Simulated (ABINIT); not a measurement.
**GaN (P6_3mc): G0W0 in ABINIT against the exchange cutoff**

Wanted: the cheapest exchange cutoff that holds the gap of GaN (P6_3mc).

Program: ABINIT 10.8.3. Level of theory: PBE and many-body steps on it, plane waves. Results are calculated unless marked as measured.

This is a report of a sequence of runs, with most program output left out.

The database entry behind the starting cell differs from later determinations by our own check (about 0.3 % short, ideal inner coordinate), so it need not match the best structure at ambient conditions.

## Step 1: The structure

Symmetry: P6_3mc, No. 186, hexagonal system. The conventional cell has a = 3.180 Å, b = 3.180 Å, c = 5.166 Å, α = 90.00°, β = 90.00°, γ = 120.00°. Nearest to Ga lie 4 N at 1.94 to 1.95 Å. N has 4 Ga at 1.94 to 1.95 Å nearest. Farther neighbours and most contacts between anions are not listed.

The cell and positions come from the Crystallography Open Database and are kept as given unless a step says otherwise.

## Step 2: Screening, 3×3×2 mesh, 52 bands, screening to 130.6 eV

This step: ABINIT 10.8.3; RPA screening on PBE, plane waves, norm-conserving pseudopotentials.

The RPA dielectric matrix is built and inverted for each q.

Input file run.abi:

```
acell 3*1.0 Angstrom
rprim 
  3.179999999980 0.000000000005 0.000000000000
  -1.589999999994 2.753960784015 0.000000000000
  0.000000000000 0.000000000000 5.166000000000
ntypat 2
znucl 31 7
natom 4
typat 1 1 2 2
xred 
  0.333333333333 0.666666666667 0.000000000000
  0.666666666667 0.333333333333 0.500000000000
  0.333333333333 0.666666666667 0.375000000000
  0.666666666667 0.333333333333 0.875000000000
pp_dirpath "pseudos"
pseudos "Ga.upf, N.upf"
ecut 36
ngkpt 3 3 2
nshiftk 1
shiftk 0 0 0
kptopt 1
chksymbreak 0
istwfk *1
occopt 1
irdwfk 1
optdriver 3
nband 52
ecuteps 4.8
inclvkb 2
awtr 1
symchi 1
indata_prefix "in"
outdata_prefix "out"
tmpdata_prefix "tmp"
```

Launch:

```sh
> OMP_NUM_THREADS=1 mpirun -n 8 abinit run.abi > log
```

It took 5.1 s on 8 MPI ranks of Intel Xeon Platinum 8488C (Sapphire Rapids), shared host; peak memory 0.86 GiB.

Numbers from this step:

```
ε∞ with local fields, on this mesh, along the program's q direction : 9.284
the same without local fields                                       : 9.931
plasma frequency                                                    : 33.12 eV
plane waves in the screening matrix                                 : 147
```

Local fields lower ε∞ by 7 %. On a Γ-centred mesh this coarse the value itself is usually too large, while a short band sum pulls it down.

## Step 3: 3.6 Ha

This step: G0W0 on PBE, plane waves, norm-conserving pseudopotentials.

run.abi: that of step 2 with these lines changed.

```diff
@@ -25,8 +25,15 @@
 irdwfk 1
-optdriver 3
+optdriver 4
 nband 52
+gwcalctyp 0
+ecutsigx 3.6
+symsigma 1
+nkptgw 1
+kptgw 
+  0.0000000000 0.0000000000 0.0000000000
+bdgw 
+  17 20
 ecuteps 4.8
-inclvkb 2
-awtr 1
-symchi 1
+irdscr 1
+ppmodel 1
 indata_prefix "in"
```

The job ended after 4.2 s (8 MPI ranks; peak memory 0.39 GiB).

This step gave:

| Property | Result |
| --- | --- |
| G0W0 gap on the points computed | 1.689 eV |
| starting gap on the mesh | 2.006 eV |
| k of the valence top | 0, 0, 0 |
| k of the conduction bottom | 0, 0, 0 |
| Z at the valence top | 0.8 |
| Z at the conduction bottom | 0.822 |
| least direct G0W0 gap on the computed points | 1.689 eV |

## Step 4: 7.2 Ha

run.abi: that of step 3 with these lines changed.

```diff
@@ -28,3 +28,3 @@
 gwcalctyp 0
-ecutsigx 3.6
+ecutsigx 7.2
 symsigma 1
```

Run time: 4.5 s. Hardware: 8 MPI ranks; peak memory 0.39 GiB.

This step gave:

```yaml
g0w0_gap_on_the_points_computed: 1.800 eV
starting_gap_on_the_mesh: 2.006 eV
k_of_the_valence_top: 0, 0, 0
k_of_the_conduction_bottom: 0, 0, 0
z_at_the_valence_top: 0.797
z_at_the_conduction_bottom: 0.818
least_direct_g0w0_gap_on_the_computed_points: 1.800 eV
```

## Step 5: 14.4 Ha

The self-energy is evaluated for the states that the input lists, and the levels follow from it, in one-shot runs by the linearised quasiparticle equation.

run.abi: that of step 4 with these lines changed.

```diff
@@ -28,3 +28,3 @@
 gwcalctyp 0
-ecutsigx 7.2
+ecutsigx 14.4
 symsigma 1
```

Run time: 4.1 s. Hardware: 8 MPI ranks; peak memory 0.39 GiB; 28 s of CPU time.

Numbers from this step:

- G0W0 gap on the points computed: 2.005 eV
- starting gap on the mesh: 2.006 eV
- k of the valence top: 0, 0, 0
- k of the conduction bottom: 0, 0, 0
- least direct G0W0 gap on the computed points: 2.005 eV

The gap on the mesh goes from 2.01 eV to 2.00 eV, a correction of −0.001 eV.

## Step 6: 25.2 Ha

run.abi: that of step 5 with these lines changed.

```diff
@@ -28,3 +28,3 @@
 gwcalctyp 0
-ecutsigx 14.4
+ecutsigx 25.2
 symsigma 1
```

It took 3.9 s on 8 MPI ranks; peak memory 0.48 GiB; 26 s of CPU time.

Numbers from this step:

| Quantity | Value |
| --- | --- |
| G0W0 gap on the points computed | 2.138 eV |
| starting gap on the mesh | 2.006 eV |
| k of the valence top | 0, 0, 0 |
| k of the conduction bottom | 0, 0, 0 |
| least direct G0W0 gap on the computed points | 2.138 eV |

Against the run before, the gap moves by +0.133 eV.

## Step 7: 36 Ha

run.abi: that of step 6 with these lines changed.

```diff
@@ -28,3 +28,3 @@
 gwcalctyp 0
-ecutsigx 25.2
+ecutsigx 36
 symsigma 1
```

It took 3.3 s on 8 MPI ranks; peak memory 0.75 GiB.

This step gave:

```yaml
g0w0_gap_on_the_points_computed: 2.174 eV
starting_gap_on_the_mesh: 2.006 eV
k_of_the_valence_top: 0, 0, 0
k_of_the_conduction_bottom: 0, 0, 0
least_direct_g0w0_gap_on_the_computed_points: 2.174 eV
```

Against the run before, the gap moves by +0.036 eV.

## Step 8: The runs together

Times are wall times on 8 MPI ranks of Intel Xeon Platinum 8488C (Sapphire Rapids), shared host, good to a factor of about two. A run's time includes the screening step that it read.

```csv
run,mesh,bands,screening cutoff (eV),DFT gap (eV),gap on the mesh (eV),direct (eV),ε∞ used,time
3.6 Ha,3×3×2,52,130.6,2.006,1.689,1.689,9.28,9.3 s
7.2 Ha,3×3×2,52,130.6,2.006,1.800,1.800,9.28,9.5 s
14.4 Ha,3×3×2,52,130.6,2.006,2.005,2.005,9.28,9.2 s
25.2 Ha,3×3×2,52,130.6,2.006,2.138,2.138,9.28,8.9 s
36 Ha,3×3×2,52,130.6,2.006,2.174,2.174,9.28,8.4 s
```

## Step 9: Summary of results

```yaml
3p6_ha: 1.689 eV
7p2_ha: 1.800 eV
14p4_ha: 2.005 eV
25p2_ha: 2.138 eV
36_ha: 2.174 eV
known_limits: not at the basis limit; exchange with frozen shells missing; no spin-orbit coupling; coarse k mesh
```

In words: The setting moved: exchange cutoff. From 3.6 Ha to 36 Ha the gap moves by +0.48 eV. The last step still moves it by +0.036 eV. Bands and screening cutoff are coupled, so a series along one setting does not show full convergence. Below the screening cutoff the correlation part is cut too. Bands and cutoff are finite, so the gap is not at the basis limit. The miss can reach some tenths of an eV and take either sign; the mesh is an error of its own. In the G0W0 runs levels were corrected at 1 k point alone, so a gap called «on the mesh» is the least over those, and an edge elsewhere would be missed. The 3×3×2 mesh is coarse for this cell, which bears on the long-range parts of exchange and screening. The norm-conserving file of at least one element keeps a d shell over frozen s and p shells of the same row. Exchange with those shells is missing from the self-energy, an error of 0.3 to 0.9 eV in cases checked, whose sign depends on which edge lies on those atoms. The many-body steps are scalar-relativistic: spin-orbit coupling is not in them.

[Paths, hosts, dates, memory and timing lines, banners, echoed tables and standing remarks are left out of the program output.]

[Logs are printed without paths, hosts, clocks, repeated set-up lines and the standing remarks that a program may print on its own settings, such as how far it seeks lower states.]

[Runs of the session that timed out or met a known fault of the program may be left out.]

[Hosts, paths, dates, database ids (printed as entryN), source tags and the programs' standing remarks are cut or masked in the printed files.]

[G0W0 gaps are taken among the corrected bands and points alone; a level outside them can change the order at an edge.]

[Where Ansatz stands beside ABINIT at settings called matched, ABINIT's density can come from a denser mesh and the files from another edition; pairs whose starting gaps differed by over 0.03 eV were left out, so agreement reads better than it is.]
